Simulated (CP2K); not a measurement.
The system is ZrC.

```
Zr C
1.0
     3.34462    0.00000    0.00000
     1.67231    2.89652    0.00000
     1.67231    0.96551    2.73087
Zr C
1 1
Direct
  0.50000 0.50000 0.50000
  0.00000 0.00000 0.00000
```

| Property | Result |
| --- | --- |
| Program | CP2K 2026.2 |
| Task | single point |
| Functional | PBEsol |
| Potentials or basis | POTENTIAL_UZH Zr GTH-PBE-q12, C GTH-PBE-q4; TZVP-MOLOPT-PBE-GTH basis |
| Density cutoff | 6123 eV |
| k mesh | 10 × 10 × 10 |
| Occupations | fermi-dirac, width 0.05 eV |
| Spin | no spin polarisation |

On this cell: pressure -5.8 GPa; largest force zero by symmetry; band gap on the k mesh none (metal or under the smearing width).

The same run follows on a disturbed copy (atoms moved at random, drawn with an rms of 0.05 Å):

```
CELL_PARAMETERS angstrom
3.34462 0.00000 0.00000
1.67231 2.89652 0.00000
1.67231 0.96551 2.73087
ATOMIC_POSITIONS crystal
Zr 0.49014 0.49591 0.50642
C 0.98906 0.99528 0.02158
```

Problem. What changes?

Solution. The energy (extrapolated to zero smearing) moves by +4.1 meV/atom; pressure -5.7 GPa; largest force 0.322 eV/Å; band gap on the k mesh none (metal or under the smearing width).

Forces in eV/Å, atoms in the order of the input:
```
Zr   0.138  0.086  0.278
C   -0.139 -0.085 -0.278
```

Stress tensor (GPa, compression positive):
```
-5.69 -0.14  0.06
-0.14 -5.51  0.04
 0.06  0.04 -5.77
```

Caveats: the potentials were made for another functional, which shifts forces and pressure; the basis of atomic orbitals isn't converged, which shifts pressures, moduli and gaps.
